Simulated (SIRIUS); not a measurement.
FeO (Wuestite):

```xyz
2
Lattice="0.0000 2.1554 2.1554 2.1554 0.0000 2.1554 2.1554 2.1554 0.0000" Properties=species:S:1:pos:R:3 pbc="T T T"
Fe    0.0000    0.0000    0.0000
O     2.1554    2.1554    2.1554
```

Program: SIRIUS 7.12.0. Alike in all runs: task single point; potentials or basis PseudoDojo 0.4.1 PBE standard (scalar relativistic); spin collinear, ferromagnetic start; cell as given; k mesh 6 × 6 × 6; cutoff (eV) 1228; smearing fermi-dirac 0.05 eV; the mesh is coarse, so values aren't converged.

Problem. Order these runs on this cell by their pressure, lowest first.
A. level RPBE
B. level PW91
C. level PBEsol
D. level KT2
E. level BLYP

Solution. D (-15.7 GPa), C (-8.8 GPa), B (-1.3 GPa), A (4.4 GPa), E (6.3 GPa).

Caveats: all runs use coarse meshes; the potentials were made for another functional, which shifts forces and pressure; a cell with one magnetic atom can't hold antiferromagnetic order, which such compounds often take.

Not every run made on this cell is shown here.
